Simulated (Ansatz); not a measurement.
This cell of CaF2 (fluorite) is off equilibrium:

```
CaF2
1.0
    0.00000     2.71960     2.71960
    2.71960     0.00000     2.71960
    2.71960     2.71960     0.00000
Ca F
1 2
Direct
  0.00000   0.00000   0.00000
  0.25000   0.25000   0.25000
  0.76529   0.76529   0.76529
```

Level of theory: r2SCAN (plane waves to 500 eV, PAW, scalar-relativistic; Ansatz, a first-principles code). k mesh 9×9×9 (Γ-centred), Fermi-Dirac smearing 0.05 eV. The energy includes the smearing's −TS. Compression counts positive. CaF2 was relaxed with its symmetry unable to fall.

Q: What forces act on the atoms (eV/Å, Cartesian)?

A: 
```json
[
 {"atom": "Ca1", "Fx": "0.295", "Fy": "0.295", "Fz": "0.295"},
 {"atom": "F2", "Fx": "0.215", "Fy": "0.215", "Fz": "0.215"},
 {"atom": "F3", "Fx": "-0.510", "Fy": "-0.510", "Fz": "-0.510"}
]
```

Q: What is the stress tensor (GPa)?

A: 
```
   0.71     1.19     1.19
   1.19     0.71     1.19
   1.19     1.19     0.71
```
The pressure, a third of the trace, is 0.71 GPa.

Q: In it atom 3 sits (0.083, 0.083, 0.083) Å away from its relaxed site. What is its energy relative to the relaxed cell?

A: 59.3 meV/cell.

(A displaced cell: forces are minus the slopes of the energy, force constants its curvatures, and phonons follow from these.)
